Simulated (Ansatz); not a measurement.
# Palladium, dhcp under revPBE: from relaxation to bulk modulus

The plan for palladium in the dhcp structure: relax it, solve it on a dense k-mesh, then scale the cell to 7 volumes from 88 to 112 % of the relaxed one and try a fit of the equation of state. Spin polarisation is left out. The k-meshes are 13×13×4 for the relaxation; 17×17×5 for the dense run; 15×15×4 for the volumes.

Method: DFT revPBE, plane waves (420 eV) with PAW, scalar-relativistic; PAW files made under PBE, frozen cores solved again for the functional, in Ansatz 0.2.0.

## (1) The starting structure

The structure is hexagonal, space group P6_3/mmc (No. 194). Conventional cell: a = 2.751 Å, b = 2.751 Å, c = 8.983 Å, α = 90.00°, β = 90.00°, γ = 120.00°. Pd (site symmetry -3m) has 12 Pd at 2.75 Å as nearest neighbours. Pd (site symmetry -6m2) has 12 Pd at 2.75 Å as nearest neighbours.

Structure file:

```
Pd
1.0
     2.75050    0.00000    0.00000
    -1.37525    2.38200    0.00000
     0.00000    0.00000    8.98313
Pd
4
Direct
  0.00000 0.00000 0.00000
  0.00000 0.00000 0.50000
  0.33333 0.66667 0.25000
  0.66667 0.33333 0.75000
```

## (2) Relaxation of the cell

File input.yaml:

```yaml
crystal:
  lattice:
    - [2.7505001182, 0.0, 0.0]
    - [-1.3752500591, 2.3820029755, 0.0]
    - [0.0, 0.0, 8.9831333861]
  atoms:
    - { symbol: Pd, position: [0.0, 0.0, 0.0] }
    - { symbol: Pd, position: [0.0, 0.0, 0.5] }
    - { symbol: Pd, position: [0.3333333333, 0.6666666667, 0.25] }
    - { symbol: Pd, position: [0.6666666667, 0.3333333333, 0.75] }
hamiltonian:
  xc: revpbe
  pseudopotentials:
    kind: paw
    azcp:
      Pd: "pseudopotentials/Pd.paw.azcp"
basis:
  ecutwfc: 420
  fft_grid_basis: typed
kpoints:
  mp_grid: { grid: [13, 13, 4], shift: [0, 0, 0] }
magnetization:
  spin_polarized: false
scf:
  occupations: { method: fermi_dirac, width: 0.1 }
relax:
  max_steps: 60
  f_tol: 0.01
  cell: {}
```

After this run come: Single point on a dense mesh; Equation of state: 88 %; Equation of state: 92 %; Equation of state: 96 %; Equation of state: 100 %; Equation of state: 104 %; Equation of state: 108 %; Equation of state: 112 %.

**Question.** What will these runs give? Wanted: space group; conventional cell; volume; shortest distance; gap on the mesh; relative to fcc; V₀, B₀, B₀′.

The runs gave:

| quantity | value |
| --- | --- |
| space group (spins left aside) | P6_3/mmc (No. 194) |
| conventional cell | a = 2.803 Å, c = 9.236 Å (c/a = 3.296) |
| volume | 15.707 Å³/atom |
| shortest distance | 2.803 Å |
| gap on the mesh | none (levels filled in part) |
| relative to fcc | +13 meV/atom |
| V₀, B₀, B₀′ | 15.667 Å³/atom, 152 GPa, 5.6 |

From the guessed start the volume grew by 6.7 % in 8 steps. It lies 13 meV/atom above the element's reference form at the same level (fcc, from a run of its own). Levels at the Fermi energy are filled in part, as in a metal. B₀ comes out at 152 GPa; letting shape and positions relax at each volume could only lower it. The symmetry was held, so the structure may be unstable against distortions that break it.
